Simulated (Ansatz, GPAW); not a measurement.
## Geometry or basis: what sets the conductance of a Sn chain with one Pt atom in line

Aim: the conductance of a Sn chain with one Pt atom in line after relaxation, and whether geometry, basis or functional moves it most.

Program: GPAW 26.7.0 and Ansatz 0.2.0. Level of theory: Ansatz plane waves; relaxation of the junction with the lead ends held; PAW set soft_1, in the first sound run; inputs show where later runs differ. Results are calculated unless marked as measured.

This is a report of a sequence of runs, with most program output left out.

## 1. Set-up

The cell holds 13 atoms: 12 Sn and 1 Pt. Its edges and angles: a = 9.000 Å, b = 9.000 Å, c = 35.342 Å, α = 90.0°, β = 90.0°, γ = 90.0°. Regions: left lead, 6 atoms (6 Sn); channel, 1 atom (1 Pt); right lead, 6 atoms (6 Sn). Vacuum lies along a and b. The structure is stacked along c, and the current runs across the ab planes.

## 2. Relaxation

Transmission follows bond lengths closely, so the atoms between the held lead ends are relaxed first, from a slightly shaken start that lets symmetry break.

input.yaml

```yaml
crystal:
  lattice:
    - [9.0, 0.0, 0.0]
    - [0.0, 9.0, 0.0]
    - [0.0, 0.0, 35.3424]
  atoms:
    - { symbol: Sn, position: [0.5, 0.5, 0.0389051111] }
    - { symbol: Sn, position: [0.5, 0.5, 0.1167153334] }
    - { symbol: Sn, position: [0.5, 0.5, 0.1945255557] }
    - { symbol: Sn, position: [0.5, 0.5, 0.272335778] }
    - { symbol: Sn, position: [0.5060891885, 0.4897388936, 0.3509592421] }
    - { symbol: Sn, position: [0.5002321241, 0.5043941667, 0.4282835596] }
    - { symbol: Pt, position: [0.5060908621, 0.5001058125, 0.4995618044] }
    - { symbol: Sn, position: [0.5019349497, 0.5014403562, 0.5717408784] }
    - { symbol: Sn, position: [0.4991756539, 0.5023981356, 0.6504518505] }
    - { symbol: Sn, position: [0.5, 0.5, 0.727664222] }
    - { symbol: Sn, position: [0.5, 0.5, 0.8054744443] }
    - { symbol: Sn, position: [0.5, 0.5, 0.8832846666] }
    - { symbol: Sn, position: [0.5, 0.5, 0.9610948889] }
kpoints:
  mp_grid: { grid: [1, 1, 2] }
hamiltonian:
  xc: pbe
  pseudopotentials: { kind: paw, azcp: { folder: soft_1 } }
scf:
  occupations: { method: fermi_dirac, width: 0.1 }
relax:
  f_tol: 0.03
  max_steps: 80
  constraints: [{ sites: [0, 1, 2, 3, 9, 10, 11, 12] }]
```

Launch:

```sh
ansatz run input.yaml --threads 4 --pin off --max-ram 8192MiB --backend cpu --events-out ev --progress --plain --runs-dir out
```

Elapsed: 2.4 min, on 4 threads of Arm Neoverse V1, shared host; peak memory 3.3 GiB.

The steps of the relaxation:

```
step  energy less that of the first step (eV)  largest force component (eV/Å)
   1                                   0.0000                          0.4668
   2                                  -0.0231                          0.4229
   3                                  -0.0721                          0.1870
   4                                  -0.1280                          0.2523
   5                                  -0.1679                          0.0476
   6                                  -0.1804                          0.0629
   7                                  -0.1863                          0.0823
   8                                  -0.1906                          0.0486
   9                                  -0.1956                          0.0231
  10                                  -0.1990                          0.0450
  11                                  -0.2026                          0.0491
  12                                  -0.2059                          0.0486
  13                                  -0.2079                          0.0474
  14                                  -0.2094                          0.0133
  15                                  -0.2094                          0.0134
  16                                  -0.2102                          0.0231
  17                                  -0.2104                          0.0139
```

The atoms that moved most (Å):

```
atom     dx     dy      dz  length
 Sn9  0.831  0.180  -0.042   0.851
 Sn5  0.787  0.297  -0.015   0.842
 Pt7  0.590  0.176   0.011   0.615
 Sn6  0.122  0.003   0.045   0.130
 Sn8  0.100  0.033  -0.055   0.119
```

This step gave:

- free energy: -84799.1146 eV
- smearing term TS: 0.5194 eV
- symmetry operations: 1

The relaxation lowered the energy of the cell by 0.210 eV.

## 3. Plane-wave reference (PBE)

Plane waves give the reference curve, free of the bias of atom-centred orbitals.

This step: Ansatz plane waves; Landauer transmission by layers, zero bias; PAW set soft_1 (Ansatz 0.2.0).

input.yaml

```yaml
crystal:
  lattice:
    - [9.0, 0.0, 0.0]
    - [0.0, 9.0, 0.0]
    - [0.0, 0.0, 35.3424]
  atoms:
    - { symbol: Sn, position: [0.5, 0.5, 0.0389051111] }
    - { symbol: Sn, position: [0.5, 0.5, 0.1167153334] }
    - { symbol: Sn, position: [0.5, 0.5, 0.1945255557] }
    - { symbol: Sn, position: [0.5, 0.5, 0.272335778] }
    - { symbol: Sn, position: [0.5935830677, 0.5227706484, 0.3505330502] }
    - { symbol: Sn, position: [0.5137434149, 0.5047215912, 0.4295707461] }
    - { symbol: Pt, position: [0.5716105902, 0.5196101397, 0.4998810197] }
    - { symbol: Sn, position: [0.5130971462, 0.5050667027, 0.5701821617] }
    - { symbol: Sn, position: [0.5915087525, 0.5223484103, 0.6492722032] }
    - { symbol: Sn, position: [0.5, 0.5, 0.727664222] }
    - { symbol: Sn, position: [0.5, 0.5, 0.8054744443] }
    - { symbol: Sn, position: [0.5, 0.5, 0.8832846666] }
    - { symbol: Sn, position: [0.5, 0.5, 0.9610948889] }
kpoints:
  mp_grid: { grid: [1, 1, 2] }
hamiltonian:
  xc: pbe
  pseudopotentials: { kind: paw, azcp: { folder: soft_1 } }
scf:
  occupations: { method: fermi_dirac, width: 0.1 }
output:
  transmission:
    leads: [[0, 1]]
    e_range: [-2, 2]
    de: 0.025
    kmesh: [1, 1]
    reduced_basis: true
  write_potential: true
  write_density: true
  volumetric_format: npy
```

Wall time 94 s (4 threads); peak memory 3.4 GiB.

This step gave:

```yaml
free_energy: -84799.1145 eV
lead_level: 0 eV from the Fermi level
transmission_at_the_fermi_level_one_spin: 1.529
open_channels_of_the_lead_at_the_fermi_level_one_spin: 3
step_of_the_potential_along_the_lead: 28.5 meV
offset_of_the_lead: 0 Å
filling_of_the_lead_less_its_bulk_value_in_size: 7.4 meV
conductance: 1.524 G₀
```

One spin. Transmission, zone mean against energy, zero at the Fermi level:

```
energy (eV)  transmission, zone mean
     -2.000                    0.291
     -1.800                   0.0157
     -1.600                  0.00387
     -1.400                   0.0395
     -1.200                    0.450
     -1.075                    1.000
     -1.000                    0.836
     -0.800                    0.877
     -0.600                    0.797
     -0.400                    0.898
     -0.200                     1.25
      0.000                     1.53
      0.200                     1.62
      0.400                     1.64
      0.600                     1.71
      0.800                     1.90
      1.000                     2.18
      1.200                     2.43
      1.375                     2.51
      1.400                     2.51
      1.600                     2.36
      1.800                     2.02
      2.000                     1.69
```

One spin. Open channels, zone mean against energy, zero at the Fermi level:

```
energy (eV)  open channels, zone mean
     -2.000                         1
     -1.900                         1
     -1.800                         1
     -1.700                         1
     -1.600                         1
     -1.500                         1
     -1.400                         1
     -1.300                         1
     -1.200                         1
     -1.100                         1
     -1.000                         1
     -0.900                         1
     -0.800                         3
     -0.700                         3
     -0.600                         3
     -0.500                         3
     -0.400                         3
     -0.300                         3
     -0.200                         3
     -0.100                         3
      0.000                         3
      0.100                         3
      0.200                         3
      0.300                         3
      0.400                         3
      0.500                         3
      0.600                         3
      0.700                         3
      0.800                         3
      0.900                         3
      1.000                         3
      1.100                         3
      1.200                         3
      1.300                         3
      1.400                         3
      1.500                         3
      1.600                         3
      1.700                         3
      1.800                         3
      1.900                         3
      2.000                         3
```

Crystal 0, spin -, k parallel (0, 0); distinct values, listed up to 1.5 1/Å. Im kz of the slowest decaying states against energy, zero at the Fermi level:

```
energy (eV)  decay 1 (Å⁻¹)  decay 2 (Å⁻¹)  decay 3 (Å⁻¹)  decay 4 (Å⁻¹)
     -2.000          0.516          0.517           1.19           1.31
     -1.800          0.472          0.473           1.17           1.29
     -1.600          0.423          0.423           1.15           1.27
     -1.400          0.366          0.367           1.12           1.25
     -1.200          0.298          0.299           1.10           1.22
     -1.000          0.208          0.209           1.07           1.20
     -0.800           1.05           1.18           1.26           1.26
     -0.600           1.02           1.16           1.24           1.24
     -0.400          0.996           1.13           1.22           1.22
     -0.200          0.968           1.11           1.21           1.21
      0.000          0.940           1.08           1.18           1.19
      0.200          0.911           1.06           1.16           1.16
      0.400          0.881           1.03           1.14           1.14
      0.600          0.850           1.01           1.12           1.12
      0.800          0.818          0.982           1.09           1.10
      1.000          0.784          0.954           1.07           1.08
      1.200          0.749          0.926           1.04           1.05
      1.400          0.712          0.897           1.02           1.03
      1.600          0.674          0.866          0.991           1.01
      1.800          0.632          0.835          0.963          0.982
      2.000          0.589          0.803          0.935          0.957
```

Crystal 0, spin -, k parallel (0, 0). Re kz of states that move upwards against energy, zero at the Fermi level:

```
energy (eV)  channel 1 (Å⁻¹)  channel 2 (Å⁻¹)  channel 3 (Å⁻¹)
     -2.000            -1.06                -                -
     -1.900            -1.05                -                -
     -1.800            -1.04                -                -
     -1.700            -1.03                -                -
     -1.600            -1.02                -                -
     -1.500            -1.01                -                -
     -1.400            -1.00                -                -
     -1.300           -0.994                -                -
     -1.200           -0.985                -                -
     -1.100           -0.976                -                -
     -1.000           -0.967                -                -
     -0.900           -0.958                -                -
     -0.800           -0.949           0.0490           0.0545
     -0.700           -0.940            0.160            0.162
     -0.600           -0.932            0.221            0.223
     -0.500           -0.923            0.269            0.270
     -0.400           -0.915            0.310            0.311
     -0.300           -0.906            0.346            0.347
     -0.200           -0.898            0.379            0.380
     -0.100           -0.889            0.410            0.410
      0.000           -0.881            0.438            0.439
      0.100           -0.873            0.465            0.466
      0.200           -0.865            0.491            0.491
      0.300           -0.857            0.515            0.516
      0.400           -0.848            0.539            0.539
      0.500           -0.840            0.561            0.562
      0.600           -0.832            0.583            0.584
      0.700           -0.824            0.604            0.605
      0.800           -0.816            0.625            0.626
      0.900           -0.808            0.645            0.646
      1.000           -0.801            0.665            0.666
      1.100           -0.793            0.685            0.685
      1.200           -0.785            0.704            0.704
      1.300           -0.777            0.722            0.723
      1.400           -0.769            0.741            0.741
      1.500           -0.762            0.759            0.759
      1.600           -0.754            0.777            0.777
      1.700           -0.746            0.795            0.795
      1.800           -0.739            0.812            0.813
      1.900           -0.731            0.830            0.830
      2.000           -0.724            0.847            0.848
```

The electrostatic potential energy of an electron (with the applied field's), less the Fermi level, planar mean oscillates, so the rows of the table below give means over windows of 2.8 Å about each position, cut where the curve ends. Its first 14 maxima inside the range that stand out by 2 % of the span (Å: eV): 1.3: 3.05, 2.8: 4.11, 4.1: 3.05, 5.4: 4.12, 6.9: 3.06, 8.2: 4.10, 9.6: 2.97, 11.0: 4.04, 12.4: 2.97, 13.7: 4.03, 16.5: 4.30, 18.7: 4.30, 21.5: 4.03, 23.0: 2.97. Its first 14 minima: 1.0: 2.98, 1.8: 2.98, 3.8: 2.98, 4.4: 2.99, 6.5: 3.00, 7.2: 2.99, 9.3: 2.92, 10.0: 2.90, 12.1: 2.91, 12.8: 2.91, 14.9: 2.83, 17.7: 2.65, 20.5: 2.83, 22.5: 2.91.

Table of electrostatic potential energy of an electron (with the applied field's), less the Fermi level, planar mean by z; means over each step:

```
z (Å)  electrostatic potential energy of an electron (with the applied field's), less the Fermi level, planar mean (eV)
 1.40                                                                                                              3.46
 4.20                                                                                                              3.45
 7.00                                                                                                              3.46
 9.80                                                                                                              3.38
12.60                                                                                                              3.37
15.40                                                                                                              3.42
18.20                                                                                                              3.50
21.00                                                                                                              3.35
23.80                                                                                                              3.36
26.60                                                                                                              3.40
29.40                                                                                                              3.44
32.20                                                                                                              3.43
35.00                                                                                                              3.29
```

The valence density, planar mean oscillates, so the rows of the table below give means over windows of 2.8 Å about each position, cut where the curve ends. Its maxima inside the range that stand out by 2 % of the span (Å: e/Å³): 1.3: 0.153, 4.1: 0.155, 6.9: 0.154, 9.6: 0.153, 12.4: 0.154, 15.2: 0.153, 17.7: 0.198, 20.2: 0.152, 23.0: 0.154, 25.8: 0.153, 28.4: 0.154, 31.2: 0.155, 34.0: 0.153. Its minima: 2.8: 0.0162, 5.4: 0.0161, 8.2: 0.0163, 11.0: 0.0159, 13.8: 0.0158, 16.3: 0.0207, 19.0: 0.0208, 21.5: 0.0157, 24.3: 0.0157, 27.1: 0.0163, 29.9: 0.0161, 32.5: 0.0162.

The valence density, planar mean by z; means over each step:

z (Å), valence density, planar mean (e/Å³) and a bar from the least value:
```
     1.40      0.062 #
     4.20      0.062 #
     7.00      0.062 #
     9.80      0.062 #
    12.60      0.062 #
    15.40      0.063 ##
    18.20      0.086 ##############################
    21.00      0.061 
    23.80      0.062 #
    26.60      0.063 ##
    29.40      0.063 ###
    32.20      0.063 ###
    35.00      0.083 ###########################
```

T at the Fermi level is 1.53; the potential still steps by 28.5 meV from one lead period to the next, more than the program accepts for a lead, so the cell is too short for a firm reference, and the program's own error estimates apply.

[end of part 1 of 3]

[Logs are printed without paths, hosts, clocks, repeated set-up lines and the standing remarks that a program may print on its own settings, such as how far it seeks lower states.]

[Hosts, paths, dates, database ids (printed as entryN), source tags and the programs' standing remarks are cut or masked in the printed files.]
